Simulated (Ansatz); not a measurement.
Take a crystal in which P has been replaced by N on all its sites, with the cell rescaled by a rough guess (in some cases also distorted within its space group) and nothing relaxed:

```xyz
4
Lattice="1.3330 -4.2996 0.0000 1.3330 4.2996 0.0000 0.0000 0.0000 3.7672" Properties=species:S:1:pos:R:3 pbc="T T T"
N     1.3330    3.4786    3.4162
N     1.3330   -0.8209    2.2345
N     1.3330   -3.4786    0.3509
N     1.3330    0.8209    1.5326
```

Level of theory: Ansatz 0.2.0, DFT PBE, scalar-relativistic, plane waves, PAW.

Plane waves to 420 eV, a k mesh through Γ of 10×10×8 on the computed 4-atom cell and Gaussian smearing (0.02 eV); no spin polarisation.

(1) What pressure does the cell carry?

(2) Is it a metal on this mesh?

The cell holds layers, and where no dispersion correction was added their binding is poorly described.

## Answers

(1) The pressure is -38.2 GPa (positive in compression), so the cell would contract.

(2) No: the gap is 1.36 eV, the least direct gap 1.65 eV.